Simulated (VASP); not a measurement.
**InP: relaxation of cell and atoms with LDA**

Crystal: InP.

```
In P
1.0
     0.00000    2.93050    2.93050
     2.93050    0.00000    2.93050
     2.93050    2.93050    0.00000
In P
1 1
Direct
  0.00000 0.00000 0.00000
  0.25000 0.25000 0.25000
```

```
Program                : VASP 6.6.1
Task                   : relaxation of cell and atoms
Functional             : LDA
Potentials or basis    : VASP PAW LDA potentials, release 64 (In_d, P)
Cutoff                 : 600 eV
k mesh                 : 8 × 8 × 8
Occupations            : gaussian, width 0.03 eV
Spin                   : no spin polarisation
Further INCAR settings : ALGO = Normal; EDIFF = 1e-06; IBRION = 2; EDIFFG = -0.01; NSW = 90; ISIF = 3
```

```yaml
Relaxed_volume: 24.75 Å³/atom
Relaxed_cell: a = 4.121 Å, b = 4.121 Å, c = 4.121 Å, α = 60.00°, β = 60.00°, γ = 60.00°
Space_group_after_relaxing_to_0.05_Å: F-43m (No. 216)
Energy_gained_by_relaxing: 1.5 meV/atom
Ionic_steps: 3
Pressure_after_relaxing: 0.0 GPa
Band_gap_on_the_k_mesh: 0.60 eV, direct
```

The path:
| step | energy change (eV) | largest force (eV/Å) | pressure (GPa) | volume (Å³) |
| --- | --- | --- | --- | --- |
| 1 | 0.0000 | 0.0000 | -1.16 | 50.33 |
| 2 | -0.0020 | 0.0000 | 0.73 | 49.02 |
| 3 | -0.0030 | 0.0000 | 0.01 | 49.50 |

Final structure:
```cif
data_structure
_symmetry_space_group_name_H-M 'P 1'
_symmetry_Int_Tables_number 1
_cell_length_a 4.1214
_cell_length_b 4.1214
_cell_length_c 4.1214
_cell_angle_alpha 60.000
_cell_angle_beta 60.000
_cell_angle_gamma 60.000
_cell_volume 49.50
loop_
_atom_site_label
_atom_site_type_symbol
_atom_site_fract_x
_atom_site_fract_y
_atom_site_fract_z
_atom_site_occupancy
In1 In 0.00000 0.00000 0.00000 1
P1 P 0.25000 0.25000 0.25000 1
```

Levels at points of the mesh, in eV from the valence-band top:
| k point | band 5 | band 6 | band 7 | band 8 | band 9 | band 10 | band 11 | band 12 | band 13 |
| --- | --- | --- | --- | --- | --- | --- | --- | --- | --- |
| (0.00, 0.00, 0.00) | -14.06 | -11.66 | 0.00 | 0.00 | 0.00 | 0.60 | 3.96 | 3.96 | 3.96 |
| (0.50, 0.00, 0.00) | -14.05 | -9.85 | -5.92 | -1.02 | -1.02 | 1.37 | 4.70 | 4.70 | 6.93 |
| (0.50, 0.50, 0.00) | -14.02 | -9.16 | -5.93 | -2.42 | -2.42 | 1.57 | 2.12 | 9.10 | 9.54 |

Wall time 21 s on 1 thread of Intel(R) Xeon(R) 6975P-C (Granite Rapids), with other jobs on the host, peak memory 0.18 GiB.

Caveat: spin-orbit coupling is left out, which moves the levels of the heavy elements. Zero-point motion and thermal expansion aren't in these numbers.
